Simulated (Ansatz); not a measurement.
GeSb2Te4 (R3m), computed twice by G0W0.

Symmetry: R3m, No. 160, trigonal system. The conventional cell has a = 4.309 Å, b = 4.309 Å, c = 41.691 Å, α = 90.00°, β = 90.00°, γ = 120.00°. Nearest to Ge lie 6 Te at 2.86 to 3.32 Å. Nearest to Sb lie 6 Te at 3.02 to 3.21 Å. Nearest to Sb lie 6 Te at 3.03 to 3.16 Å. Nearest to Te lie 3 Ge at 2.86 Å. Te has 3 Sb at 3.02 Å nearest. Nearest to Te lie 6 Sb at 3.16 to 3.21 Å. Farther neighbours and most contacts between anions are not listed.

```yaml
crystal:
  lattice:
    - [2.15473, 1.24403, 13.89708]
    - [-2.15473, 1.24403, 13.89708]
    - [0.00000, -2.48807, 13.89708]
  atoms:
    - { symbol: Ge, position: [0.57046, 0.57046, 0.57046] }
    - { symbol: Sb, position: [0.42653, 0.42653, 0.42653] }
    - { symbol: Sb, position: [0.99799, 0.99799, 0.99799] }
    - { symbol: Te, position: [0.86977, 0.86977, 0.86977] }
    - { symbol: Te, position: [0.13417, 0.13417, 0.13417] }
    - { symbol: Te, position: [0.71137, 0.71137, 0.71137] }
    - { symbol: Te, position: [0.28972, 0.28972, 0.28972] }
```

The cell and positions are those that the Materials Project relaxed with its own functionals (PBE, PBE+U or r2SCAN), kept fixed. Spin-orbit coupling is left out unless a run names it.

The first (Ansatz 0.2.0; start PBE, 4×4×4 mesh, 507 empty bands, screening to 100 eV, PAW set soft_1 files; 1 × NVIDIA H100 80GB HBM3 (shared by 6 runs) with 2 threads of AMD EPYC 7R13 (Zen 3), shared host) gave, on its mesh: starting gap 0.38 eV, G0W0 gap 0.43 eV, RPA ε∞ (mean) 41.57, 2 min.

Question: The second changes empty bands from 507 to 1656 and screening cutoff (eV) from 100 to 220. What does it give?

It gave: starting gap 0.38 eV, G0W0 gap 0.46 eV, RPA ε∞ (mean) 41.55, 9.4 min. The G0W0 gap moves by +0.03 eV, +0.00 eV from the start and +0.03 eV from the correction. Σc changes by −0.22 eV at the valence top and −0.19 eV at the conduction bottom, and Σx − Vxc between them by +0.00 eV.

Limits: not at the basis limit; mesh may overstate the screening; no spin-orbit coupling.

[Paths, hosts, dates, memory and timing lines, banners, echoed tables and standing remarks are left out of the program output.]

[Logs are printed without paths, hosts, clocks, repeated set-up lines and the standing remarks that a program may print on its own settings, such as how far it seeks lower states.]

[Runs of the session that timed out or met a known fault of the program may be left out.]

[Cells called generated may have been cut or substituted from an entry of the Crystallography Open Database or the Materials Project.]

[Hosts, paths, dates, database ids (printed as entryN), source tags and the programs' standing remarks are cut or masked in the printed files.]
